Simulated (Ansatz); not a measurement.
# HC4: the cost of one run

Computed with Ansatz 0.2.0 (DFT PBE+D3(BJ), scalar-relativistic, plane waves, PAW, unless a step's input says otherwise).

9 further runs of the same task are left out: 1 that didn't finish, 8 set aside as unsound or not needed. Runs told in other sessions of the task aren't counted.

## Step 1: The structure to begin with

Symmetry: Cmm2, No. 35, orthorhombic system. The conventional cell has a = 4.931 Å, b = 8.541 Å, c = 18.000 Å, α = 90.00°, β = 90.00°, γ = 90.00°. Around C (site symmetry 1) lie 3 C at 1.42 Å. C (site symmetry m) is surrounded by 3 C at 1.42 Å. C (site symmetry m) is surrounded by 1 H at 0.81 Å. Around H (site symmetry m) lie 1 C at 0.81 Å and 1 H at 0.92 Å.

As a file:

```cif
data_structure
_symmetry_space_group_name_H-M 'P 1'
_symmetry_Int_Tables_number 1
_cell_length_a 4.9313
_cell_length_b 4.9313
_cell_length_c 18.0000
_cell_angle_alpha 90.000
_cell_angle_beta 90.000
_cell_angle_gamma 120.000
_cell_volume 379.08
loop_
_atom_site_label
_atom_site_type_symbol
_atom_site_fract_x
_atom_site_fract_y
_atom_site_fract_z
_atom_site_occupancy
C1 C 0.33333 0.16667 0.22222 1
C2 C 0.33333 0.66667 0.22222 1
C3 C 0.83333 0.16667 0.22222 1
C4 C 0.83333 0.66667 0.22222 1
C5 C 0.16667 0.33333 0.22222 1
C6 C 0.16667 0.83333 0.22222 1
C7 C 0.66667 0.33333 0.22222 1
C8 C 0.66667 0.83333 0.22222 1
H1 H 0.69620 0.30380 0.26500 1
H2 H 0.80380 0.19620 0.26500 1
```

This is the geometry of the first run shown, built on a cell relaxed beforehand with the same method.

## Step 2: What is varied

Atoms count from 1 in the order of the input.

H2 lies flat over one site of a rigid substrate while its bond length and height are varied.

The axes are (1) distance H9-H10: 8 values from 0.650 to 2.650 Å; (2) height of the H2 axis above the plane of C1: 9 values from 0.45 to 3.60 Å.

Nothing else is relaxed. Points are written as (first, second).

## Step 3: The run at (0.919 Å, 0.77 Å)

The cell repeats along c, and a dipole correction in the vacuum removes the field between the copies.

Contents of input.yaml:

```yaml
crystal:
  lattice:
    - [4.9313048818, 0.0, 0.0]
    - [-2.4656524409, 4.2706353015, 0.0]
    - [0.0, 0.0, 18.0000331943]
  atoms:
    - { symbol: C, position: [0.3333333333, 0.1666666667, 0.2222236565] }
    - { symbol: C, position: [0.3333333333, 0.6666666667, 0.2222236565] }
    - { symbol: C, position: [0.8333333333, 0.1666666667, 0.2222236565] }
    - { symbol: C, position: [0.8333333333, 0.6666666667, 0.2222236565] }
    - { symbol: C, position: [0.1666666667, 0.3333333333, 0.2222218124] }
    - { symbol: C, position: [0.1666666667, 0.8333333333, 0.2222218124] }
    - { symbol: C, position: [0.6666666667, 0.3333333333, 0.2222218124] }
    - { symbol: C, position: [0.6666666667, 0.8333333333, 0.2222218124] }
    - { symbol: H, position: [0.6962023835, 0.3037976165, 0.2650013554] }
    - { symbol: H, position: [0.8037976165, 0.1962023835, 0.2650013554] }
basis:
  ecutwfc: 420
kpoints:
  mp_grid: { grid: [6, 6, 1] }
hamiltonian:
  xc: pbe
  pseudopotentials: { kind: paw, azcp: { folder: soft_1 } }
  dispersion: d3bj
scf:
  occupations: { method: gaussian, width: 0.1 }
output:
  forces: true
  eigenvalues: true
efield:
  axis: 3
  dipole_correction: true
  ramp_width: 0.04
```

Run with:

```console
ansatz run input.yaml --threads 1 --pin off --max-ram 3072MiB --backend cpu --events-out ev --progress --plain --runs-dir out
```

Q: Estimate wall time and peak memory on 1 thread of Arm Neoverse V2, shared host.

About 11 s, with a peak of 0.46 GiB.
